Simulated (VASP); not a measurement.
# InPd (Pm-3m) in VASP: single point with LDA

Aim: the single point of InPd with LDA.

All numbers are computed with VASP 6.6.1; they aren't measurements. Logs are shortened: lines on timing, memory, paths and dates and some standing lists are left out, and cuts for length are marked.

## 1. The crystal as given

Symmetry: Pm-3m, No. 221, cubic system. Conventional cell: a = 3.272 Å, b = 3.272 Å, c = 3.272 Å, α = 90.00°, β = 90.00°, γ = 90.00°. In (site symmetry m-3m) has 8 Pd at 2.83 Å as nearest neighbours. Pd (site symmetry m-3m) is surrounded by 8 In at 2.83 Å.

The cell comes from a database or a generator and needn't be the stable form of this composition.

## 2. Single point, LDA

File INCAR:

```
  PREC = Accurate
  ENCUT = 520
  EDIFF = 1E-6
  ISMEAR = -1
  SIGMA = 0.03
  LREAL = F
  LASPH = T
  NELM = 80
  ALGO = Normal
  ISIF = 2
  LWAVE = F
  LCHARG = T
  LELF = T
  LVHAR = T
  NBANDS = 18
```

File KPOINTS:

```
regular mesh
0
Gamma
  13 13 13
```

File POSCAR:

```
InPd
1.0
    3.2718847800      0.0000000000      0.0000000000
    0.0000000000      3.2718847800      0.0000000000
    0.0000000000      0.0000000000      3.2718847800
In Pd
1 1
Direct
    0.0000000000      0.0000000000      0.0000000000
    0.5000000000      0.5000000000      0.5000000000
```

Potentials or basis: VASP PAW LDA potentials, release 64 (In_d, Pd).

The run is started by

```console
$ cat potpaw_LDA.64/In_d/POTCAR potpaw_LDA.64/Pd/POTCAR > POTCAR
$ mpirun -np 1 vasp_std > vasp.out
```

OUTCAR:

```text
PREC = Accurate
   ENCUT = 520
   EDIFF = 1E-6
   ISMEAR = -1
   LREAL = F
   LASPH = T
   NELM = 80
   ISIF = 2

 ion  position               nearest neighbor table
   1  0.000  0.000  0.000-   2 2.83   2 2.83   2 2.83   2 2.83   2 2.83   2 2.83   2 2.83   2 2.83

   2  0.500  0.500  0.500-   1 2.83   1 2.83   1 2.83   1 2.83   1 2.83   1 2.83   1 2.83   1 2.83

  LATTYP: Found a simple cubic cell.
 ALAT       =     3.2718847800

  Lattice vectors:

 A1 = (   3.2718847800,   0.0000000000,   0.0000000000)
 A2 = (   0.0000000000,   3.2718847800,   0.0000000000)
 A3 = (   0.0000000000,   0.0000000000,   3.2718847800)

Analysis of symmetry for initial positions (statically):
=====================================================================
 Subroutine PRICEL returns:
 Original cell was already a primitive cell.

 Routine SETGRP: Setting up the symmetry group for a
 simple cubic supercell.

 Subroutine GETGRP returns: Found 48 space group operations
 (whereof 48 operations were pure point group operations)
 out of a pool of 48 trial point group operations.

The static configuration has the point symmetry O_h .

Analysis of symmetry for dynamics (positions and initial velocities):
=====================================================================
 Subroutine PRICEL returns:
 Original cell was already a primitive cell.

 Routine SETGRP: Setting up the symmetry group for a
 simple cubic supercell.

 Subroutine GETGRP returns: Found 48 space group operations
 (whereof 48 operations were pure point group operations)
 out of a pool of 48 trial point group operations.

The dynamic configuration has the point symmetry O_h .

 Subroutine INISYM returns: Found 48 space group operations
 (whereof 48 operations are pure point group operations),
 and found     1 'primitive' translations

----------------------------------------------------------------------------------------

                                     Primitive cell

  volume of cell :      35.0263

  direct lattice vectors                    reciprocal lattice vectors
     3.271884780  0.000000000  0.000000000     0.305634234  0.000000000  0.000000000
     0.000000000  3.271884780  0.000000000     0.000000000  0.305634234  0.000000000
     0.000000000  0.000000000  3.271884780     0.000000000  0.000000000  0.305634234

  length of vectors
     3.271884780  3.271884780  3.271884780     0.305634234  0.305634234  0.305634234

  position of ions in fractional coordinates (direct lattice)
     0.000000000  0.000000000  0.000000000
     0.500000000  0.500000000  0.500000000

  ion indices of the primitive-cell ions
   primitive index   ion index
                 1           1
                 2           2

----------------------------------------------------------------------------------------

 KPOINTS: regular mesh

Automatic generation of k-mesh.
 Grid dimensions read from file:
 generate k-points for:   13   13   13

 Generating k-lattice:

  Cartesian coordinates                     Fractional coordinates (reciprocal lattice)
     0.023510326  0.000000000  0.000000000     0.076923077  0.000000000  0.000000000
     0.000000000  0.023510326  0.000000000     0.000000000  0.076923077  0.000000000
     0.000000000  0.000000000  0.023510326     0.000000000  0.000000000  0.076923077

  Length of vectors
     0.023510326  0.023510326  0.023510326

  Shift w.r.t. Gamma in fractional coordinates (k-lattice)
     0.000000000  0.000000000  0.000000000

 Subroutine IBZKPT returns following result:
 ===========================================

 Found     84 irreducible k-points:

 Following reciprocal coordinates:
            Coordinates               Weight
  0.000000  0.000000  0.000000      1.000000
  0.076923  0.000000  0.000000      6.000000
  0.153846  0.000000  0.000000      6.000000
  0.230769  0.000000  0.000000      6.000000
  0.307692  0.000000  0.000000      6.000000
  0.384615  0.000000  0.000000      6.000000
[... 16 lines left out ...]
  0.307692  0.307692  0.000000     12.000000
  0.384615  0.307692  0.000000     24.000000
 [... further k-points ...]
   k-points           NKPTS =     84   k-points in BZ     NKDIM =     84   number of bands    NBANDS=     18
   number of dos      NEDOS =    301   number of ions     NIONS =      2
   total plane-waves  NPLWV =  13824
   dimension x,y,z NGX =    24 NGY =   24 NGZ =   24
   dimension x,y,z NGXF=    48 NGYF=   48 NGZF=   48
   ions per type =               1   1
   NGX,Y,Z   is equivalent  to a cutoff of  12.19, 12.19, 12.19 a.u.
   NGXF,Y,Z  is equivalent  to a cutoff of  24.39, 24.39, 24.39 a.u.
 SYSTEM =  unknown system
   PREC   = accura    normal or accurate (medium, high low for compatibility)
   ISTART =      0    job   : 0-new  1-cont  2-samecut
   ICHARG =      2    charge: 1-file 2-atom 10-const
   ISPIN  =      1    spin polarized calculation?
   LNONCOLLINEAR =      F non collinear calculations
   LSORBIT =      F    spin-orbit coupling
   LASPH  =      T    aspherical Exc in radial PAW
   ENCUT  =  520.0 eV  38.22 Ry    6.18 a.u.   6.08  6.08  6.08*2*pi/ulx,y,z
   NELM   =     80;   NELMIN=  2; NELMDL= -5     # of ELM steps
   EDIFF  = 0.1E-05   stopping-criterion for ELM
   LREAL  =      F    real-space projection
   EDIFFG = 0.1E-04   stopping-criterion for IOM
   NSW    =      0    number of steps for IOM
   IBRION =     -1    ionic relax: 0-MD 1-quasi-New 2-CG
   NFREE  =      0    steps in history (QN), initial steepest desc. (CG)
   ISIF   =      2    stress and relaxation
   ISYM   =      2    0-nonsym 1-usesym 2-fastsym
   POTIM  = 0.5000    time-step for ionic-motion
   TEBEG  =    0.0;   TEEND  =   0.0 temperature during run
   PSTRESS=    0.0 pullay stress
   NELECT =      23.0000    total number of electrons
   NUPDOWN=      -1.0000    fix difference up-down
   EMIN   =  10.00;   EMAX   =-10.00  energy-range for DOS
   EFERMI =   0.00;   METHOD = LEGACY
   ISMEAR =    -1;   SIGMA  =   0.03  broadening in eV -4-tet -1-fermi 0-gaus
   EFERMI_NEDOS =   21; number of points for ismear=-14 and -15
   IALGO  =     38    algorithm
   IMIX   =      4    mixing-type and parameters
     AMIX     =   0.40;   BMIX     =  1.00
     AMIX_MAG =   1.60;   BMIX_MAG =  1.00
  volume/ion in A,a.u.               =      17.51       118.18
  Fermi-wavevector in a.u.,A,eV,Ry     =   1.422938  2.688964 27.548447  2.024754
  Thomas-Fermi vector in A             =   2.543589
   LORBIT       =      0    0 simple, 1 ext, 2 COOP (PROOUT), +10 PAW based schemes
   GGA     = CA    functional components
   LHFCALC =     F    Hartree Fock is set to
   AEXX    =    0.0000 exact exchange contribution
   IVDW    =     0    specifies the selected vdW correction
   LEPSILON=     F    determine dielectric tensor
   LRPA    =     F    only Hartree local field effects (RPA)
 non-spin polarized calculation
  energy-cutoff  :      520.00
  volume of cell :       35.03
 maximum number of plane-waves:       957
   NGX = 13   NGY = 13   NGZ = 13

 number of electron      22.9999997 magnetization

 Free energy of the ion-electron system (eV)
  ---------------------------------------------------
  ext. energy  EPLUGINS =         0.00000000
  ---------------------------------------------------
  free energy    TOTEN  =       -10.76412043 eV

  energy without entropy =      -10.76097948  energy(sigma->0) =      -10.76254995

 E-fermi :  10.2821     XC(G=0): -12.5385

 val. band max:       10.2581529230   @ k =   0.3077   0.1538   0.0000
 cond. band min:      10.3131266058   @ k =   0.3846   0.3077   0.1538
 fundamental gap:      0.0549736828
 Fermi energy:        10.2820755399

 k-point     1 :       0.0000    0.0000    0.0000
  band No.  band energies     occupation
      1      -4.6433      2.00000
      2      -4.6433      2.00000
      3      -4.2310      2.00000
      4      -4.2310      2.00000
      5      -4.2310      2.00000
      6       0.1169      2.00000
[... 10 lines left out ...]
     17      20.9289      0.00000
     18      26.2630      0.00000

 k-point     2 :       0.0769    0.0000    0.0000
  band No.  band energies     occupation
      1      -4.6399      2.00000
      2      -4.6228      2.00000
      3      -4.2372      2.00000
      4      -4.2372      2.00000
      5      -4.2291      2.00000
      6       0.2109      2.00000
[... 10 lines left out ...]
     17      21.4254      0.00000
     18      26.0865      0.00000

 k-point     3 :       0.1538    0.0000    0.0000
  band No.  band energies     occupation
      1      -4.6305      2.00000
      2      -4.5661      2.00000
      3      -4.2544      2.00000
      4      -4.2544      2.00000
      5      -4.2238      2.00000
      6       0.4924      2.00000
[... 10 lines left out ...]
     17      23.0378      0.00000
     18      25.5535      0.00000

 k-point     4 :       0.2308    0.0000    0.0000
  band No.  band energies     occupation
      1      -4.6172      2.00000
      2      -4.4865      2.00000
      3      -4.2786      2.00000
      4      -4.2786      2.00000
      5      -4.2164      2.00000
      6       0.9588      2.00000
[... 375 lines left out ...]
      4      -4.2763      2.00000
      5      -4.2005      2.00000
      6       3.6215      2.00000
[... 10 lines left out ...]
     17      22.1056      0.00000
     18      22.5752      0.00000

 k-point    23 :       0.3077    0.3077    0.0000
  band No.  band energies     occupation
      1      -4.4973      2.00000
      2      -4.4498      2.00000
      3      -4.3272      2.00000
      4      -4.2999      2.00000
      5      -4.2349      2.00000
      6       2.8307      2.00000
[... 10 lines left out ...]
     17      22.9920      0.00000
     18      23.9767      0.00000

 k-point    24 :       0.3846    0.3077    0.0000
  band No.  band energies     occupation
      1      -4.4928      2.00000
      2      -4.4805      2.00000
      3      -4.3465      2.00000
      4      -4.3133      2.00000
      5      -4.1696      2.00000
      6       3.3732      2.00000
[... 10 lines left out ...]
     17      22.4927      0.00000
     18      23.2809      0.00000

 [... further k-points ...]

------------------------ aborting loop because EDIFF is reached ----------------------------------------

  FORCE on cell =-STRESS in cart. coord.  units (eV):
  Direction    XX          YY          ZZ          XY          YZ          ZX
  --------------------------------------------------------------------------------------
  -------------------------------------------------------------------------------------
  Total       -1.4328483     -1.4328483     -1.4328483     -0.0000000     -0.0000000      0.0000000
  in kB      -65.5415633    -65.5415633    -65.5415633     -0.0000000     -0.0000000      0.0000000
  external PRESSURE =     -65.5415633 kB  Pullay stress =       0.0000000 kB

 VOLUME and BASIS-vectors are now :
 -----------------------------------------------------------------------------
  energy-cutoff  :      520.00
  volume of cell :       35.03
      direct lattice vectors                 reciprocal lattice vectors
     3.271884780  0.000000000  0.000000000     0.305634234  0.000000000  0.000000000
     0.000000000  3.271884780  0.000000000     0.000000000  0.305634234  0.000000000
     0.000000000  0.000000000  3.271884780     0.000000000  0.000000000  0.305634234

 POSITION                                       TOTAL-FORCE (eV/Angst)
 -----------------------------------------------------------------------------------
      0.00000      0.00000      0.00000         0.000000      0.000000      0.000000
      1.63594      1.63594      1.63594         0.000000      0.000000      0.000000
 -----------------------------------------------------------------------------------
    total drift:                                0.000000      0.000000     -0.000000

  FREE ENERGIE OF THE ION-ELECTRON SYSTEM (eV)
  ---------------------------------------------------
  free  energy   TOTEN  =       -10.7641204257 eV

  energy  without entropy=      -10.7609794764  energy(sigma->0) =      -10.76254995
```

Run time: 20 s. Hardware: 1 thread of Intel Xeon Platinum 8259CL at 2.50GHz (Skylake/Cascade Lake), shared host; peak memory 0.17 GiB.

What came out:

* Free energy: -10.7641 eV
* Pressure: -6.6 GPa
* Band gap on the k mesh: none (metal or under the smearing width)

Levels at points of the mesh, in eV from the Fermi level:
```
           k point  band 8  band 9  band 10  band 11  band 12  band 13  band 14  band 15
(0.00, 0.00, 0.00)   -3.86   -2.33    -2.33    -2.33     4.08     4.08     4.08     9.21
```
